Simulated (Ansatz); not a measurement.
This Ansatz 0.2.0 run on Sc needs a look.

File input.yaml:

```yaml
crystal:
  lattice:
    - [-1.9172054859, 1.9172054859, 1.717603]
    - [1.9172054859, -1.9172054859, 1.717603]
    - [1.9172054859, 1.9172054859, -1.717603]
  atoms:
    - { symbol: Sc, position: [0.0, 0.0, 0.0] }
hamiltonian:
  xc: pbe
  pseudopotentials: { kind: paw }
kpoints:
  mp_grid: { grid: [10, 10, 10] }
scf:
  occupations: { method: fermi_dirac, width: 0.05 }
  max_iter: [1, 2]
output:
  forces: true
  stress: true
  eigenvalues: true
relax:
  f_tol: 0.01
  max_steps: 40
  cell: { stress_tol: 0.05 }
```

Potentials or basis: Ansatz PAW.

Run with:

```bash
$ ansatz run input.yaml --threads 2 --pin off --max-ram 5632MiB --backend cpu --events-out ev --progress --plain --runs-dir out
```

Output:

```text
Error: YAML parse error: error: line 15 column 13: expected string scalar
  --> <input>:15:13
   |
13 | scf:
14 |   occupations: { method: fermi_dirac, width: 0.05 }
15 |   max_iter: [1, 2]
   |             ^ expected string scalar
16 | output:
17 |   forces: true
   |
```

**Question.** How did it end, and where is the flaw?

**Answer.** The input was rejected before any iteration. The input holds a flaw that was put in on purpose: a value of the wrong type.

A sound run on the same cell differs in these lines of the main input:
```diff
@@ -15 +14,0 @@
-  max_iter: [1, 2]
```
